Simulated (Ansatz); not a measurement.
Wanted: the native input for an Ansatz 0.2.0 run.

```
Task                : single point
Functional          : LDA
Potentials or basis : all-electron LAPW, scalar-relativistic
Cutoff              : 462 eV (chosen from the basis error)
Basis error allowed : 0.002 eV/atom
k mesh              : 7 × 7 × 6
Occupations         : gaussian, width 0.05 eV
Spin                : collinear spin, ferromagnetic start
Starting moments    : [4.0, 0.0, 0.0] μB
Hubbard terms       : Mn d U = 6 eV
```

MnO2:

```xyz
3
Lattice="2.4303 -1.4898 0.0000 2.4303 1.4898 0.0000 -0.0024 0.0000 3.4272" Properties=species:S:1:pos:R:3 pbc="T T T"
Mn    0.0000    0.0000    0.0000
O     3.3428    0.0000    0.9901
O     1.5153    0.0000    2.4371
```

The cell comes from a database or a generator and needn't be the stable form of this composition.

The input as run:

input.yaml

```yaml
crystal:
  lattice:
    - [2.43025023, -1.48979173, 0.0]
    - [2.43025023, 1.48979173, 0.0]
    - [-0.00239261, 0.0, 3.42716244]
  atoms:
    - { symbol: Mn, position: [0.0, 0.0, 0.0], spin: 4.0 }
    - { symbol: O, position: [0.6879, 0.6879, 0.2889] }
    - { symbol: O, position: [0.3121, 0.3121, 0.7111] }
kpoints:
  mp_grid: { grid: [7, 7, 6] }
scf:
  occupations: { method: gaussian, width: 0.05 }
hamiltonian:
  xc: lda
  pseudopotentials: { kind: all_electron, lapw: { basis_error: 0.002 } }
  hubbard:
    sites: [{ species: Mn, l: d, u_eff: 6 }]
    double_counting: fll
    projectors: ortho-atomic
magnetization:
  spin_polarized: true
output:
  forces: true
  stress: true
  eigenvalues: true
  hubbard: {}
```

Potentials or basis: all-electron LAPW, scalar-relativistic.

The run is started by

```sh
$ ansatz run input.yaml --threads 4 --pin off --max-ram 12288MiB --backend cpu --events-out ev --progress --plain --runs-dir out
```

Results of the run:

The pressure is 23.8 GPa, the largest force is 2.722 eV/Å and the band gap on the k mesh is none (metal or under the smearing width). The net moment is 3.00 μB per cell. The absolute moment is 4.30 μB per cell and the site moments are Mn +3.34; O -0.30 μB.

Caveat: the k mesh is thin for a metal, which can move the energy by tens of meV per atom; the magnetic state may not be the lowest; U is the effective U less J, on atomic orbitals that reach past the spheres; a cell with one magnetic atom can't hold antiferromagnetic order, which such compounds often take; forces of over 1 eV/Å show positions far from the minimum, so gaps and moduli don't describe the material at rest.

It took 53 s on 4 threads of Intel(R) Xeon(R) Processor @ 2.50GHz (Skylake/Cascade Lake), on a shared host, peak memory 0.7 GiB.
